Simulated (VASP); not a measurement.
BP:

```
CELL_PARAMETERS angstrom
0.00000 2.26900 2.26900
2.26900 0.00000 2.26900
2.26900 2.26900 0.00000
ATOMIC_POSITIONS crystal
B 0.00000 0.00000 0.00000
P 0.25000 0.25000 0.25000
```

```yaml
Program: VASP 6.6.1
Task: relaxation of cell and atoms
Functional: PBE
Dispersion: D3(BJ)
Potentials_or_basis: VASP PAW PBE potentials, release 64 (B, P)
Cutoff: 600 eV
k_mesh: 10 × 10 × 10
Occupations: gaussian, width 0.03 eV
Spin: no spin polarisation
```

At the start: pressure -3.6 GPa; volume 11.68 Å³/atom.

Q: How do energy, volume and symmetry change on relaxing?

A: Over 3 steps the energy falls by 2.8 meV/atom and the volume is 11.43 Å³/atom (-2.1 %); space group F-43m (No. 216, to 0.05 Å).

Step by step:
```
step  energy change (eV)  largest force (eV/Å)  pressure (GPa)  volume (Å³)
   1              0.0000                0.0000           -3.55        23.36
   2             -0.0025                0.0000            2.82        22.50
   3             -0.0057                0.0000            0.00        22.86
```

Final structure:
```yaml
crystal:
  lattice:
    - [0.00000, 2.25265, 2.25265]
    - [2.25265, 0.00000, 2.25265]
    - [2.25265, 2.25265, 0.00000]
  atoms:
    - { symbol: B, position: [0.00000, 0.00000, 0.00000] }
    - { symbol: P, position: [0.25000, 0.25000, 0.25000] }
```
